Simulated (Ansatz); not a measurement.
# GeO2 under a change: uniaxial stress, 1 GPa tension along z

Start from GeO2 in the rutile structure (space group P4_2/mnm, No. 136; a = 4.428 Å, c = 2.884 Å). Axes: x, y, z lie along a, b, c of the conventional cell.

Modification: uniaxial stress, 1 GPa tension along z; all other stress components relax to zero.

Calculations: PBEsol (Ansatz, a first-principles code), no spin-orbit coupling. Γ-centred 8×8×11 mesh, Fermi–Dirac width 0.05 eV.

```json
[
 {"quantity": "volume per atom", "base": "9.43 Å³", "changed": "9.43 Å³", "shift": "+0.006 Å³"},
 {"quantity": "space group", "base": "P4_2/mnm (No. 136)", "changed": "P4_2/mnm (No. 136)", "shift": "–"},
 {"quantity": "shortest interatomic distance", "base": "188.4 pm", "changed": "188.6 pm", "shift": "+0.2 pm"},
 {"quantity": "energy relative to the base (free energy F)", "base": "0 meV/atom", "changed": "+0.1 meV/atom", "shift": "+0.1 meV/atom"},
 {"quantity": "band gap", "base": "1.57 eV", "changed": "1.54 eV", "shift": "-0.03 eV"},
 {"quantity": "gap character", "base": "direct at Γ", "changed": "direct at Γ", "shift": "–"},
 {"quantity": "width of the top valence band", "base": "1.90 eV", "changed": "1.89 eV", "shift": "-0.003 eV"},
 {"quantity": "electron mass", "base": "0.20 mₑ along c, 0.24 mₑ across (at Γ)", "changed": "0.20 mₑ along z, 0.24 mₑ across (at Γ)", "shift": "–"},
 {"quantity": "hole mass", "base": "1.9 mₑ along c, 1.1 mₑ across (at Γ)", "changed": "1.7 mₑ along z, 1.1 mₑ across (at Γ)", "shift": "–"},
 {"quantity": "valence-band top at Γ (three highest levels, from the VBM)", "base": "0.00, -0.82, -0.82 eV", "changed": "0.00, -0.82, -0.82 eV", "shift": "–"},
 {"quantity": "strain response (xx, yy, zz)", "base": "–", "changed": "(−0.09, −0.09, +0.24) %", "shift": "–"}
]
```

Cost of the whole job for the changed cell (relaxation, final SCF and bands): about 70 core-seconds (a rough figure).

Masses are band curvatures over ±0.01 Å⁻¹ around the edge. Stability under load was not tested beyond the relaxation.
